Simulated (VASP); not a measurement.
# PbSe (Fm-3m) in VASP: a series of runs

The runs below take PbSe through band structure, with PBEsol, r2SCAN, TB-mBJ.

Everything below comes from runs of VASP 6.6.1. Logs are shortened: lines on timing, memory, paths and dates and some standing lists are left out, and cuts for length are marked.

**Experimental background.**

From a printed reference work, monograph, for a bulk crystal of PbSe at 300 K: band gap 0.28 eV (direct).

How close the calculation comes is told below.

### 1 The structure

Symmetry: Fm-3m, No. 225, cubic system. The conventional cell has a = 6.105 Å, b = 6.105 Å, c = 6.105 Å, α = 90.00°, β = 90.00°, γ = 90.00°. Pb (site symmetry m-3m) is surrounded by 6 Se at 3.05 Å. Se (site symmetry m-3m) has 6 Pb at 3.05 Å as nearest neighbours.

### 2 Band structure, PBEsol

INCAR

```
PREC = Accurate ; ENCUT = 520
EDIFF = 1E-6 ; ISMEAR = 0
SIGMA = 0.03 ; LREAL = F
LASPH = T ; NELM = 80
ALGO = Normal ; ISIF = 2
LWAVE = F ; LCHARG = F
GGA = PS ; NBANDS = 17
ICORELEVEL = 1
```

KPOINTS

```
Automatic mesh
0
Gamma
  10 10 10
```

POSCAR

```
PbSe                                    
1.0
    0.0000000000      3.0522591322      3.0522591322
    3.0522591322      0.0000000000      3.0522591322
    3.0522591322      3.0522591322      0.0000000000
  Pb              Se            
     1     1
Direct
     0.0000000000000000    0.0000000000000000    0.0000000000000000
     0.5000000000000000    0.5000000000000000    0.5000000000000000
```

KPOINTS_OPT

```
explicit points
159
Reciprocal
 0.0000000000  0.0000000000  0.0000000000 1
 0.0357142857  0.0000000000  0.0357142857 1
 0.0714285714  0.0000000000  0.0714285714 1
 0.1071428571  0.0000000000  0.1071428571 1
 0.1428571429  0.0000000000  0.1428571429 1
 0.1785714286  0.0000000000  0.1785714286 1
[... 151 lines left out ...]
 0.4250000000  0.0000000000  0.4250000000 1
 0.4500000000  0.0000000000  0.4500000000 1
```

Potentials or basis: VASP PAW PBE potentials, release 64 (Pb_d, Se).

Started as:

```bash
$ cat potpaw_PBE.64/Pb_d/POTCAR potpaw_PBE.64/Se/POTCAR > POTCAR
$ mpirun -np 1 vasp_std > vasp.out
```

OUTCAR:

```text
PREC = Accurate
   ENCUT = 520
   EDIFF = 1E-6
   ISMEAR = 0
   LREAL = F
   LASPH = T
   NELM = 80
   ISIF = 2
   GGA = PS

 ion  position               nearest neighbor table
   1  0.000  0.000  0.000-   2 3.05   2 3.05   2 3.05   2 3.05   2 3.05   2 3.05
   2  0.500  0.500  0.500-   1 3.05   1 3.05   1 3.05   1 3.05   1 3.05   1 3.05

  LATTYP: Found a face centered cubic cell.
 ALAT       =     6.1045182644

  Lattice vectors:

 A1 = (   0.0000000000,   3.0522591322,   3.0522591322)
 A2 = (   3.0522591322,   0.0000000000,   3.0522591322)
 A3 = (   3.0522591322,   3.0522591322,   0.0000000000)

Analysis of symmetry for initial positions (statically):
=====================================================================
 Subroutine PRICEL returns:
 Original cell was already a primitive cell.

 Routine SETGRP: Setting up the symmetry group for a
 face centered cubic supercell.

 Subroutine GETGRP returns: Found 48 space group operations
 (whereof 48 operations were pure point group operations)
 out of a pool of 48 trial point group operations.

The static configuration has the point symmetry O_h .

Analysis of symmetry for dynamics (positions and initial velocities):
=====================================================================
 Subroutine PRICEL returns:
 Original cell was already a primitive cell.

 Routine SETGRP: Setting up the symmetry group for a
 face centered cubic supercell.

 Subroutine GETGRP returns: Found 48 space group operations
 (whereof 48 operations were pure point group operations)
 out of a pool of 48 trial point group operations.

The dynamic configuration has the point symmetry O_h .

 Subroutine INISYM returns: Found 48 space group operations
 (whereof 48 operations are pure point group operations),
 and found     1 'primitive' translations

----------------------------------------------------------------------------------------

                                     Primitive cell

  volume of cell :      56.8714

  direct lattice vectors                    reciprocal lattice vectors
     0.000000000  3.052259132  3.052259132    -0.163813090  0.163813090  0.163813090
     3.052259132  0.000000000  3.052259132     0.163813090 -0.163813090  0.163813090
     3.052259132  3.052259132  0.000000000     0.163813090  0.163813090 -0.163813090

  length of vectors
     4.316546261  4.316546261  4.316546261     0.283732595  0.283732595  0.283732595

  position of ions in fractional coordinates (direct lattice)
     0.000000000  0.000000000  0.000000000
     0.500000000  0.500000000  0.500000000

  ion indices of the primitive-cell ions
   primitive index   ion index
                 1           1
                 2           2

----------------------------------------------------------------------------------------

 KPOINTS: Automatic mesh

Automatic generation of k-mesh.
 Grid dimensions read from file:
 generate k-points for:   10   10   10

 Generating k-lattice:

  Cartesian coordinates                     Fractional coordinates (reciprocal lattice)
    -0.016381309  0.016381309  0.016381309     0.100000000  0.000000000  0.000000000
     0.016381309 -0.016381309  0.016381309     0.000000000  0.100000000  0.000000000
     0.016381309  0.016381309 -0.016381309     0.000000000  0.000000000  0.100000000

  Length of vectors
     0.028373259  0.028373259  0.028373259

  Shift w.r.t. Gamma in fractional coordinates (k-lattice)
     0.000000000  0.000000000  0.000000000

 Subroutine IBZKPT returns following result:
 ===========================================

 Found     47 irreducible k-points:

 Following reciprocal coordinates:
            Coordinates               Weight
  0.000000  0.000000  0.000000      1.000000
  0.100000  0.000000  0.000000      8.000000
  0.200000  0.000000  0.000000      8.000000
  0.300000  0.000000  0.000000      8.000000
  0.400000  0.000000  0.000000      8.000000
  0.500000  0.000000  0.000000      4.000000
[... 16 lines left out ...]
  0.300000  0.300000  0.000000      6.000000
  0.400000  0.300000  0.000000     24.000000
[... 50 lines left out ...]
      4     -11.7343      2.00000
      5     -11.7343      2.00000
      6      -8.3629      2.00000
[... 9 lines left out ...]
     16      12.2590      0.00000
     17      15.3225      0.00000

 k-point     4 :       0.3000    0.0000    0.0000
  band No.  band energies     occupation
      1     -11.7625      2.00000
      2     -11.7625      2.00000
      3     -11.7445      2.00000
      4     -11.7235      2.00000
      5     -11.7235      2.00000
      6      -8.0389      2.00000
[... 9 lines left out ...]
     16      13.1433      0.00000
     17      16.7215      0.00000

 k-point     5 :       0.4000    0.0000    0.0000
  band No.  band energies     occupation
      1     -11.7689      2.00000
      2     -11.7689      2.00000
      3     -11.7439      2.00000
      4     -11.7148      2.00000
      5     -11.7148      2.00000
      6      -7.7137      2.00000
[... 9 lines left out ...]
     16      14.2689      0.00000
     17      16.1009      0.00000

 k-point     6 :       0.5000    0.0000    0.0000
  band No.  band energies     occupation
      1     -11.7714      2.00000
      2     -11.7714      2.00000
      3     -11.7438      2.00000
      4     -11.7115      2.00000
      5     -11.7114      2.00000
      6      -7.5657      2.00000
[... 9 lines left out ...]
     16      15.1336      0.00000
     17      15.1336      0.00000
[... 281 lines left out ...]
 k-point    21 :      -0.3000    0.2000    0.0000
  band No.  band energies     occupation
      1     -11.7854      2.00000
      2     -11.7620      2.00000
      3     -11.7367      2.00000
      4     -11.7223      2.00000
      5     -11.7206      2.00000
      6      -7.6100      2.00000
[... 9 lines left out ...]
     16      14.5560      0.00000
     17      15.7545      0.00000

 k-point    22 :      -0.2000    0.2000    0.0000
  band No.  band energies     occupation
      1     -11.7696      2.00000
      2     -11.7613      2.00000
      3     -11.7414      2.00000
      4     -11.7292      2.00000
      5     -11.7223      2.00000
      6      -7.9205      2.00000
[... 9 lines left out ...]
     16      14.4835      0.00000
     17      15.1421      0.00000

 k-point    23 :       0.3000    0.3000    0.0000
  band No.  band energies     occupation
      1     -11.8208      2.00000
      2     -11.7592      2.00000
      3     -11.7321      2.00000
      4     -11.7162      2.00000
      5     -11.7162      2.00000
      6      -7.8010      2.00000
[... 9 lines left out ...]
     16      15.0251      0.00000
     17      15.5238      0.00000

 k-point    24 :       0.4000    0.3000    0.0000
  band No.  band energies     occupation
      1     -11.8392      2.00000
      2     -11.7592      2.00000
      3     -11.7335      2.00000
      4     -11.7111      2.00000
      5     -11.7085      2.00000
      6      -7.5443      2.00000
[... 9 lines left out ...]
     16      15.7247      0.00000
     17      16.4572      0.00000

 [... further k-points ...]

------------------------ aborting loop because EDIFF is reached ----------------------------------------

  FORCE on cell =-STRESS in cart. coord.  units (eV):
  Direction    XX          YY          ZZ          XY          YZ          ZX
  --------------------------------------------------------------------------------------
  -------------------------------------------------------------------------------------
  Total       -0.0178332     -0.0178332     -0.0178332      0.0000000      0.0000000     -0.0000000
  in kB       -0.5023966     -0.5023966     -0.5023966      0.0000000      0.0000000     -0.0000000
  external PRESSURE =      -0.5023966 kB  Pullay stress =       0.0000000 kB

 VOLUME and BASIS-vectors are now :
 -----------------------------------------------------------------------------
  energy-cutoff  :      520.00
  volume of cell :       56.87
      direct lattice vectors                 reciprocal lattice vectors
     0.000000000  3.052259132  3.052259132    -0.163813090  0.163813090  0.163813090
     3.052259132  0.000000000  3.052259132     0.163813090 -0.163813090  0.163813090
     3.052259132  3.052259132  0.000000000     0.163813090  0.163813090 -0.163813090

 POSITION                                       TOTAL-FORCE (eV/Angst)
 -----------------------------------------------------------------------------------
      0.00000      0.00000      0.00000         0.000000      0.000000      0.000000
      3.05226      3.05226      3.05226        -0.000000     -0.000000     -0.000000
 -----------------------------------------------------------------------------------
    total drift:                                0.000000     -0.000000     -0.000000

  FREE ENERGIE OF THE ION-ELECTRON SYSTEM (eV)
  ---------------------------------------------------
  free  energy   TOTEN  =        -8.9166546532 eV

  energy  without entropy=       -8.9166546243  energy(sigma->0) =       -8.91665464
```

It took 35 s on 1 thread of Intel Xeon 6975P-C (Granite Rapids), shared host; peak memory 0.22 GiB.

What came out:

```
Free energy             : -8.9167 eV
Pressure                : -0.1 GPa
Band gap on the k mesh  : 0.17 eV, direct
Band gap along the path : 0.17 eV, direct
```

Levels at the corners of the path, in eV from the valence-band top:
| point | band 7 | band 8 | band 9 | band 10 | band 11 | band 12 | band 13 | band 14 |
| --- | --- | --- | --- | --- | --- | --- | --- | --- |
| Γ | -6.33 | -1.91 | -1.91 | -1.91 | 4.69 | 4.69 | 4.69 | 6.42 |
| X | -7.43 | -5.10 | -3.31 | -3.31 | 3.54 | 5.61 | 5.61 | 6.04 |
| X | -7.43 | -5.10 | -3.31 | -3.31 | 3.54 | 5.61 | 5.61 | 6.04 |
| W | -8.08 | -4.33 | -4.33 | -0.80 | 1.82 | 4.89 | 4.89 | 7.67 |
| W | -8.08 | -4.33 | -4.33 | -0.80 | 1.82 | 4.89 | 4.89 | 7.67 |
| K | -8.11 | -4.68 | -2.79 | -2.46 | 3.34 | 3.99 | 5.41 | 5.72 |
| K | -8.11 | -4.68 | -2.79 | -2.46 | 3.34 | 3.99 | 5.41 | 5.72 |
| Γ | -6.33 | -1.91 | -1.91 | -1.91 | 4.69 | 4.69 | 4.69 | 6.42 |
| Γ | -6.33 | -1.91 | -1.91 | -1.91 | 4.69 | 4.69 | 4.69 | 6.42 |
| L | -8.89 | -1.50 | -1.50 | 0.00 | 0.17 | 1.63 | 1.63 | 8.42 |
| L | -8.89 | -1.50 | -1.50 | 0.00 | 0.17 | 1.63 | 1.63 | 8.42 |
| U | -8.11 | -4.68 | -2.79 | -2.46 | 3.34 | 3.99 | 5.41 | 5.72 |
| U | -8.11 | -4.68 | -2.79 | -2.46 | 3.34 | 3.99 | 5.41 | 5.72 |
| W | -8.08 | -4.33 | -4.33 | -0.80 | 1.82 | 4.89 | 4.89 | 7.67 |
| W | -8.08 | -4.33 | -4.33 | -0.80 | 1.82 | 4.89 | 4.89 | 7.67 |
| L | -8.89 | -1.50 | -1.50 | 0.00 | 0.17 | 1.63 | 1.63 | 8.42 |
| L | -8.89 | -1.50 | -1.50 | 0.00 | 0.17 | 1.63 | 1.63 | 8.42 |
| K | -8.11 | -4.68 | -2.79 | -2.46 | 3.34 | 3.99 | 5.41 | 5.72 |
| U | -8.11 | -4.68 | -2.79 | -2.46 | 3.34 | 3.99 | 5.41 | 5.72 |
| X | -7.43 | -5.10 | -3.31 | -3.31 | 3.54 | 5.61 | 5.61 | 6.04 |

Core levels (eV, on the scale of the bands):
```tsv
atom	levels
1 Pb	1s -88082.5, 2s -15744.0, 2p -13498.7, 3s -3772.2, 3p -3128.8, 3d -2473.8, 4s -846.8, 4p -636.0, 4d -392.3, 4f -123.4, 5s -134.6, 5p -76.3
2 Se	1s -12492.3, 2s -1595.8, 2p -1402.2, 3s -202.5, 3p -142.0, 3d -42.1
```

Caveat: the PAW data sets were made with another functional, which shifts forces and pressure a little; spin-orbit coupling is left out, which as a rule narrows the gap of such compounds by several tenths of an eV.

### 3 Band structure, PBEsol, spin-orbit coupling, no magnetisation

INCAR: that of step 2 with these lines changed.

```diff
@@ -6,3 +6,5 @@
 LWAVE = F ; LCHARG = F
-GGA = PS ; NBANDS = 17
-ICORELEVEL = 1
+LNONCOLLINEAR = T ; MAGMOM = 0 0 0 0 0 0
+LORBIT = 11 ; LSORBIT = T
+GGA_COMPAT = F ; GGA = PS
+NBANDS = 34
```

KPOINTS

```
Automatic mesh
0
Gamma
  6 6 6
```

POSCAR is that of step 2.

KPOINTS_OPT is that of step 2.

Potentials or basis: VASP PAW PBE potentials, release 64 (Pb_d, Se).

Started as:

```bash
$ cat potpaw_PBE.64/Pb_d/POTCAR potpaw_PBE.64/Se/POTCAR > POTCAR
$ mpirun -np 1 vasp_ncl > vasp.out
```

Wall time 2.7 min (1 thread of Intel Xeon 6975P-C (Granite Rapids), shared host); peak memory 0.33 GiB.

The run converged. Its results:

```yaml
Free_energy: -9.3524 eV
Pressure: -0.6 GPa
Valence_electrons_inside_the_program's_atomic_spheres: Pb 11.86; Se 3.79
```

Caveat: the PAW data sets were made with another functional, which shifts forces and pressure a little.

### 4 Band structure, r2SCAN

INCAR

```
PREC = Accurate ; ENCUT = 520
EDIFF = 1E-6 ; ISMEAR = 0
SIGMA = 0.03 ; LREAL = F
LASPH = T ; NELM = 80
ALGO = Normal ; ISIF = 2
LWAVE = F ; LCHARG = F
METAGGA = R2SCAN ; LMIXTAU = T
NBANDS = 17
```

KPOINTS

```
Automatic mesh
0
Gamma
  10 10 10
```

POSCAR is that of step 3.

KPOINTS_OPT is that of step 3.

Started as:

```bash
$ cat potpaw_PBE.64/Pb_d/POTCAR potpaw_PBE.64/Se/POTCAR > POTCAR
$ mpirun -np 1 vasp_std > vasp.out
```

Wall time 2.2 min (1 thread of Intel Xeon 6975P-C (Granite Rapids), shared host); peak memory 0.22 GiB.

It converged, with:

* Free energy: -71.9257 eV
* Pressure: 2.0 GPa
* Band gap on the k mesh: 0.55 eV, direct
* Band gap along the path: 0.55 eV, direct

Levels at the corners of the path, in eV from the valence-band top:
| point | band 7 | band 8 | band 9 | band 10 | band 11 | band 12 | band 13 | band 14 |
| --- | --- | --- | --- | --- | --- | --- | --- | --- |
| Γ | -6.35 | -2.08 | -2.08 | -2.08 | 5.04 | 5.04 | 5.04 | 6.92 |
| X | -7.58 | -5.24 | -3.46 | -3.46 | 3.97 | 6.01 | 6.01 | 6.50 |
| X | -7.58 | -5.24 | -3.46 | -3.46 | 3.97 | 6.01 | 6.01 | 6.50 |
| W | -8.28 | -4.47 | -4.47 | -0.91 | 2.14 | 5.30 | 5.30 | 8.20 |
| W | -8.28 | -4.47 | -4.47 | -0.91 | 2.14 | 5.30 | 5.30 | 8.20 |
| K | -8.31 | -4.82 | -2.93 | -2.52 | 3.69 | 4.29 | 5.83 | 6.21 |
| K | -8.31 | -4.82 | -2.93 | -2.52 | 3.69 | 4.29 | 5.83 | 6.21 |
| Γ | -6.35 | -2.08 | -2.08 | -2.08 | 5.04 | 5.04 | 5.04 | 6.92 |
| Γ | -6.35 | -2.08 | -2.08 | -2.08 | 5.04 | 5.04 | 5.04 | 6.92 |
| L | -9.13 | -1.66 | -1.66 | 0.00 | 0.55 | 1.88 | 1.88 | 9.09 |
| L | -9.13 | -1.66 | -1.66 | 0.00 | 0.55 | 1.88 | 1.88 | 9.09 |
| U | -8.31 | -4.82 | -2.93 | -2.52 | 3.69 | 4.29 | 5.83 | 6.21 |
| U | -8.31 | -4.82 | -2.93 | -2.52 | 3.69 | 4.29 | 5.83 | 6.21 |
| W | -8.28 | -4.47 | -4.47 | -0.91 | 2.14 | 5.30 | 5.30 | 8.20 |
| W | -8.28 | -4.47 | -4.47 | -0.91 | 2.14 | 5.30 | 5.30 | 8.20 |
| L | -9.13 | -1.66 | -1.66 | 0.00 | 0.55 | 1.88 | 1.88 | 9.09 |
| L | -9.13 | -1.66 | -1.66 | 0.00 | 0.55 | 1.88 | 1.88 | 9.09 |
| K | -8.31 | -4.82 | -2.93 | -2.52 | 3.69 | 4.29 | 5.83 | 6.21 |
| U | -8.31 | -4.82 | -2.93 | -2.52 | 3.69 | 4.29 | 5.83 | 6.21 |
| X | -7.58 | -5.24 | -3.46 | -3.46 | 3.97 | 6.01 | 6.01 | 6.50 |

Caveat: the PAW data sets were made with another functional, which shifts forces and pressure a little; spin-orbit coupling is left out, which as a rule narrows the gap of such compounds by several tenths of an eV.

### 5 Band structure, TB-mBJ

POSCAR is that of step 4.

INCAR.step1

```
PREC = Accurate ; ENCUT = 520
EDIFF = 1E-5 ; ISMEAR = 0
SIGMA = 0.03 ; LREAL = F
LASPH = T ; NELM = 80
ALGO = Normal ; ISIF = 2
LWAVE = T ; LCHARG = F
NBANDS = 17 ; GGA = PE
```

INCAR.step2

```
PREC = Accurate ; ENCUT = 520
EDIFF = 1E-6 ; ISMEAR = 0
SIGMA = 0.03 ; LREAL = F
LASPH = T ; NELM = 80
ALGO = Normal ; ISIF = 2
LWAVE = F ; LCHARG = F
METAGGA = MBJ ; NBANDS = 17
ISTART = 1
```

KPOINTS is that of step 4.

KPOINTS_OPT is that of step 4.

Started as:

```bash
$ cat potpaw_PBE.64/Pb_d/POTCAR potpaw_PBE.64/Se/POTCAR > POTCAR
$ cp INCAR.step1 INCAR
$ mpirun -np 1 vasp_std > vasp.out
$ cp INCAR.step2 INCAR
$ mpirun -np 1 vasp_std > vasp.out
```

Wall time 71 s (1 thread of Intel Xeon 6975P-C (Granite Rapids), shared host); peak memory 0.22 GiB.

The run converged. Its results:

```
Band gap on the k mesh  : 0.83 eV, direct
Band gap along the path : 0.83 eV, direct
```

Levels at the corners of the path, in eV from the valence-band top:
| point | band 8 | band 9 | band 10 | band 11 | band 12 | band 13 |
| --- | --- | --- | --- | --- | --- | --- |
| Γ | -2.10 | -2.10 | -2.10 | 5.10 | 5.10 | 5.10 |
| X | -4.95 | -3.34 | -3.34 | 4.14 | 5.97 | 5.97 |
| X | -4.95 | -3.34 | -3.34 | 4.14 | 5.97 | 5.97 |
| W | -4.25 | -4.25 | -0.97 | 2.26 | 5.28 | 5.28 |
| W | -4.25 | -4.25 | -0.97 | 2.26 | 5.28 | 5.28 |
| K | -4.57 | -2.85 | -2.39 | 3.72 | 4.24 | 5.78 |
| K | -4.57 | -2.85 | -2.39 | 3.72 | 4.24 | 5.78 |
| Γ | -2.10 | -2.10 | -2.10 | 5.10 | 5.10 | 5.10 |
| Γ | -2.10 | -2.10 | -2.10 | 5.10 | 5.10 | 5.10 |
| L | -1.70 | -1.70 | 0.00 | 0.83 | 1.97 | 1.97 |
| L | -1.70 | -1.70 | 0.00 | 0.83 | 1.97 | 1.97 |
| U | -4.57 | -2.85 | -2.39 | 3.72 | 4.24 | 5.78 |
| U | -4.57 | -2.85 | -2.39 | 3.72 | 4.24 | 5.78 |
| W | -4.25 | -4.25 | -0.97 | 2.26 | 5.28 | 5.28 |
| W | -4.25 | -4.25 | -0.97 | 2.26 | 5.28 | 5.28 |
| L | -1.70 | -1.70 | 0.00 | 0.83 | 1.97 | 1.97 |
| L | -1.70 | -1.70 | 0.00 | 0.83 | 1.97 | 1.97 |
| K | -4.57 | -2.85 | -2.39 | 3.72 | 4.24 | 5.78 |
| U | -4.57 | -2.85 | -2.39 | 3.72 | 4.24 | 5.78 |
| X | -4.95 | -3.34 | -3.34 | 4.14 | 5.97 | 5.97 |

Caveat: the PAW data sets were made with another functional, which shifts forces and pressure a little; spin-orbit coupling is left out, which as a rule narrows the gap of such compounds by several tenths of an eV.

### 6 Overview

```tsv
level	spin	k mesh	gap on the mesh (eV)	pressure (GPa)
PBEsol	off	10 × 10 × 10	0.17	-0.1
PBEsol	SOC, no magnetisation	6 × 6 × 6	-	-0.6
r2SCAN	off	10 × 10 × 10	0.55	2.0
TB-mBJ	off	10 × 10 × 10	0.83	-
```

Alike in all rows: task band structure; potentials or basis VASP PAW PBE potentials, release 64 (Pb_d, Se); cell as given; cutoff (eV) 520; smearing gaussian 0.03 eV.

On the cell as given the gap runs from 0.17 eV (PBEsol) to 0.83 eV (TB-mBJ). The pressure there spans -0.6 GPa (PBEsol) to 2.0 GPa (r2SCAN); a positive pressure means that this level wants a larger cell, a negative one a smaller.

Caveats: the PAW data sets were made with another functional, which shifts forces and pressure a little; spin-orbit coupling is left out, which as a rule narrows the gap of such compounds by several tenths of an eV (some runs).

Total energies depend on the potentials used, so only differences within one code and one set of settings carry meaning.

### 7 Against experiment

Step 2. A measured gap of PbSe is 0.28 eV (direct; 300 K; a printed reference work, monograph); the calculated 0.17 eV misses it by -0.11 eV. 2 values of this kind are on record (0.15 to 0.28 eV); this one was drawn at random. Spin-orbit coupling on Pb, Se is left out. The value is that of PBEsol, without temperature or zero-point motion. Semilocal functionals fall short of measured gaps as a rule.

Step 4. A measured gap of PbSe is 0.28 eV (direct; 300 K; a printed reference work, monograph); the calculated 0.55 eV misses it by +0.27 eV. 2 values of this kind are on record (0.15 to 0.28 eV); this one was drawn at random. Spin-orbit coupling on Pb, Se is left out. The value is that of r2SCAN, without temperature or zero-point motion.

Step 5. A measured gap of PbSe is 0.28 eV (direct; 300 K; a printed reference work, monograph); the calculated 0.83 eV misses it by +0.55 eV. 2 values of this kind are on record (0.15 to 0.28 eV); this one was drawn at random. Spin-orbit coupling on Pb, Se is left out. The value is that of TB-mBJ, without temperature or zero-point motion.
